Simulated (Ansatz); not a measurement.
AgBr:

```xyz
2
Lattice="0.0000 2.8702 2.8702 2.8702 0.0000 2.8702 2.8702 2.8702 0.0000" Properties=species:S:1:pos:R:3 pbc="T T T"
Ag    0.0000    0.0000    0.0000
Br    2.8702    2.8702    2.8702
```

Program: Ansatz 0.2.0. Alike in all runs: task band structure; potentials or basis Ansatz PAW; cell as given; cutoff (eV) 420; smearing fermi-dirac 0.05 eV.

Task: Order these runs on this cell by their pressure, lowest first.
A. level PBEsol; spin off; k mesh 8 × 8 × 8
B. level PBE; spin off; k mesh 8 × 8 × 8
C. level LDA; spin SOC, no magnetisation; k mesh 6 × 6 × 6
D. level revPBE; spin off; k mesh 8 × 8 × 8

Result: C (-4.2 GPa), A (-1.7 GPa), B (2.3 GPa), D (4.4 GPa).

Caveats: the PAW data sets come from PBE, with cores solved anew for the run's functional, which leaves a small shift of forces and pressure (some runs).
